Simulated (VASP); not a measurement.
Here is a VASP 6.6.1 calculation.

The input INCAR:

```
ALGO = Normal
EDIFF = 1E-7
EDIFFG = -0.002
ENCUT = 520
GGA = PE
IBRION = 2
ISIF = 2
ISMEAR = 0
IVDW = 12
LASPH = T
LCHARG = F
LREAL = F
LWAVE = F
NELM = 100
NSW = 80
PREC = Accurate
SIGMA = 0.02
```

KPOINTS

```
k-points
0
Gamma
  9 9 6
```

File POSCAR:

```
PtSe2
1.0
    3.7240000000      0.0000000000      0.0000000000
   -1.8620000000      3.2250786000      0.0000000000
    0.0000000000      0.0000000000      5.0620000000
Pt Se
1 2
Direct
    0.0000000000      0.0000000000      0.0000000000
    0.3333333300      0.6666666700      0.2500000000
    0.6666666700      0.3333333300      0.7500000000
```

Potentials or basis: VASP PAW PBE potentials, release 64 (Pt, Se).

Run with:

```bash
$ cat potpaw_PBE.64/Pt/POTCAR potpaw_PBE.64/Se/POTCAR > POTCAR
$ mpirun -np 1 vasp_std > vasp.out
```

Problem. What does it give for the band gap on the k mesh?

Solution. None (metal or under the smearing width).

Problem. What does it give for the dispersion energy per atom?

Solution. -0.478 eV.

The path:
```csv
step,energy change (eV),largest force (eV/Å),pressure (GPa)
1,0.0000,0.6174,3.45
2,-0.0254,0.2403,1.54
3,-0.0301,0.0019,0.34
```

Caveat: pairwise dispersion overbinds metals, which lowers pressure and volume. The run has no spin-orbit coupling, so splittings on Pt are missing.
